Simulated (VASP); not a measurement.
Write the native input for VASP 6.6.1 that does the following.

- Task: single point
- Functional: PBE
- Potentials or basis: VASP PAW PBE potentials, release 64 (Hg, Se)
- Cutoff: 520 eV
- k mesh: 5 × 5 × 5
- Occupations: fermi-dirac, width 0.02 eV
- Spin: no spin polarisation
- Dipole correction: no
- Further INCAR settings: ALGO = Normal; EDIFF = 1e-06; NBANDS = 16

The structure of HgSe lies in POSCAR:

```
HgSe
1.0
    0.0000000000      3.0390000000      3.0390000000
    3.0390000000      0.0000000000      3.0390000000
    3.0390000000      3.0390000000      0.0000000000
Hg Se
1 1
Direct
    0.0000000000      0.0000000000      0.0000000000
    0.7500000000      0.7500000000      0.7500000000
```

One way to write it, as run:

INCAR

```
SYSTEM = HgSe
  ALGO = Normal
  EDIFF = 1E-6
  ENCUT = 520
  GGA = PE
  ISIF = 2
  ISMEAR = -1
  LASPH = .TRUE.
  LCHARG = .FALSE.
  LREAL = .FALSE.
  LWAVE = .FALSE.
  NBANDS = 16
  NELM = 60
  PREC = Accurate
  SIGMA = 0.02
```

KPOINTS

```
k-points
0
G
  5 5 5
  0 0 0
```

Potentials or basis: VASP PAW PBE potentials, release 64 (Hg, Se).

Run with:

```bash
$ cat potpaw_PBE.64/Hg/POTCAR potpaw_PBE.64/Se/POTCAR > POTCAR
$ mpirun -np 1 vasp_std > vasp.out
```

It gave:

```yaml
Pressure: 5.2 GPa
Band_gap_on_the_k_mesh: none (metal or under the smearing width)
```

Run time: 6.6 s on 1 thread of AMD EPYC 9R45 (Zen 5), on a shared host, peak memory 0.14 GiB.
